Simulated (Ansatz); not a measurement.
Sb: stiffness from a series of strains

```
CELL_PARAMETERS angstrom
-1.50500 1.50500 2.48000
1.50500 -1.50500 2.48000
1.50500 1.50500 -2.48000
ATOMIC_POSITIONS crystal
Sb 0.00000 0.00000 0.00000
```

The cell comes from COD entry 9013010, which wasn't checked; take it as a given geometry.

Spin–orbit coupling is left out, though it moves levels of the heavy atoms by tenths of an eV or more.

Theory: DFT, PBE, all-electron LAPW, scalar-relativistic in Ansatz 0.2.0.

Numerical set-up: a Γ-centred 19×19×19 k mesh, Fermi–Dirac smearing of 0.05 eV, basis error target 0.25 meV/atom, no spin polarisation.

The strain is applied along the Cartesian axes of the cell as listed (the other components stay zero). Fractional coordinates are held (clamped ions).

σ is the change of stress from the unstrained cell, which is at 19.25 GPa; tension is positive, so slopes are stress–strain coefficients at that pressure. In a metal the k mesh adds noise.

Only quantities that a quadratic follows smoothly over the whole series are listed; rougher ones are left out.

```tsv
εzz	σzz (GPa)	σxx (GPa)
-0.0300	-5.44	-3.50
-0.0200	-3.58	-2.24
-0.0100	-1.68	-1.11
0.0000	0.00	0.00
0.0100	1.30	1.16
0.0300	3.50	3.37
```

(1) Fit the series and read off the stiffness at zero strain.

(2) One run, at εzz = 0.0200, is withheld. Predict its row.

Answers

(1) Least-squares fits y = p0 + p1 x + p2 x² to the rows give σzz (GPa): p1 = 150, p2 = -1000; σxx (GPa): p1 = 114, p2 = -95. So C33 = 150 GPa and C13 = 114 GPa, for these axes.

(2) The fits give 2.52, 2.27; the run gave 2.31, 2.33.
